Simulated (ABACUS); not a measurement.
## P: equation of state with PBE

P:

```xyz
2
Lattice="-1.6915 2.5152 1.8589 1.6915 -2.5152 1.8589 1.6915 2.5152 -1.8589" Properties=species:S:1:pos:R:3 pbc="T T T"
P     1.6915    1.2576    1.6607
P     0.0000    1.2576    0.1982
```

This isn't the form of P at room conditions, which is orthorhombic.

```json
{
  "Program": "ABACUS 3.10.1",
  "Task": "equation of state",
  "Functional": "PBE",
  "Potentials or basis": "PseudoDojo NC SR 0.4.1 PBE standard",
  "Cutoff": "599 eV",
  "Density cutoff": "2395 eV",
  "Basis": "plane waves",
  "k mesh": "11 × 11 × 11",
  "Occupations": "fermi-dirac, width 0.05 eV",
  "Spin": "no spin polarisation"
}
```

```
Equilibrium volume                        : 16.28 Å³/atom
Bulk modulus at fixed shape and positions : 93 GPa
Pressure derivative of the bulk modulus   : 4.2
```

Energy against volume, from the lowest point:
```tsv
volume (Å³/atom)	energy (meV/atom)
14.868	40.85
15.185	23.53
15.501	11.26
15.817	3.56
16.134	0.00
16.450	0.17
16.767	3.71
```

All runs of the series together: 38 s on 4 threads of AMD EPYC 9R45 96-Core Processor (Zen 5) (shared host).

Caveat: the cell was scaled at fixed shape and fractional positions, which overstates the stiffness of a crystal with free parameters, most of all of layers and chains.
